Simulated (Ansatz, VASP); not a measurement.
## Two plane-wave programs on PbS

POSCAR

```
PbS
1.0
    0.0000000000      3.2392492259      3.4113851568
    3.2392492259      0.0000000000      3.4113851568
    3.2392492259      3.2392492259      0.0000000000
Pb S
1 1
Direct
    0.0000000000      0.0000000000      0.0000000000
    0.2500000000      0.2500000000      0.2500000000
```

Contents of INCAR.step1:

```
SYSTEM = PbS
  PREC = Accurate
  ENCUT = 520
  ISMEAR = 0
  SIGMA = 0.01
  LREAL = .FALSE.
  LASPH = .TRUE.
  NELM = 100
  NBANDS = 17
  GGA = PE
  ALGO = Normal
  EDIFF = 1E-4
  LWAVE = .TRUE.
  LCHARG = .FALSE.
```

Contents of INCAR.step2:

```
SYSTEM = PbS
  PREC = Accurate
  ENCUT = 520
  EDIFF = 1E-6
  ISMEAR = 0
  SIGMA = 0.01
  LREAL = .FALSE.
  LASPH = .TRUE.
  NELM = 100
  ALGO = Normal
  ISIF = 2
  LWAVE = .FALSE.
  LCHARG = .FALSE.
  METAGGA = R2SCAN
  LMIXTAU = .TRUE.
  NBANDS = 17
  ISTART = 1
```

File KPOINTS:

```
Automatic mesh
0
G
  6 6 6
  0 0 0
```

Input for Ansatz:

```yaml
crystal:
  lattice:
    - [0.0, 3.2392492259, 3.4113851568]
    - [3.2392492259, 0.0, 3.4113851568]
    - [3.2392492259, 3.2392492259, 0.0]
  atoms:
    - { symbol: Pb, position: [0.0, 0.0, 0.0] }
    - { symbol: S, position: [0.25, 0.25, 0.25] }
kpoints:
  mp_grid: { grid: [6, 6, 6] }
  band_path:
    path:
      - [0.0, 0.0, 0.0]
      - [-0.5, -0.5, 0.0]
      - [-0.375, -0.375, 0.25]
      - [-0.375, 0.0, 0.375]
      - [0.0, 0.0, 0.5]
      - [-0.5, -0.25, 0.25]
    npoints: 1
hamiltonian:
  xc: r2scan
scf:
  occupations: { method: fixed }
  n_extra_bands: 4
output:
  forces: true
  stress: true
  eigenvalues: true
```

Change from the starting cell: epitaxial_xy strain -1.9%.

Alike in both runs: task single point; functional r2SCAN; k mesh 6 × 6 × 6; no spin polarisation.

```csv
,VASP,Ansatz
version,VASP 6.6.1,Ansatz 0.2.0
potentials or method,"VASP PAW PBE potentials, release 64 (Pb_d, S)","plane waves, PAW"
plane-wave cutoff (eV),520,500
occupations,"gaussian, width 0.01 eV",fixed
valence electrons in the cell,20,20
```

Ansatz gave:

| Item | Value |
| --- | --- |
| gap on the k mesh at the Fermi level (eV) | 0.91 |
| pressure (GPa) | 0.1 |
| largest component of the traceless stress (GPa) | 0.10 |

Q: Estimate VASP's values.

A: gap on the k mesh at the Fermi level (eV): 0.91; pressure (GPa): 0.1; largest component of the traceless stress (GPa): 0.09.

Caveats: the PAW data sets were made with another functional, which shifts forces and pressure a little (VASP); spin-orbit coupling is left out, which as a rule narrows the gap of such compounds by several tenths of an eV. A k mesh can miss the band edges.
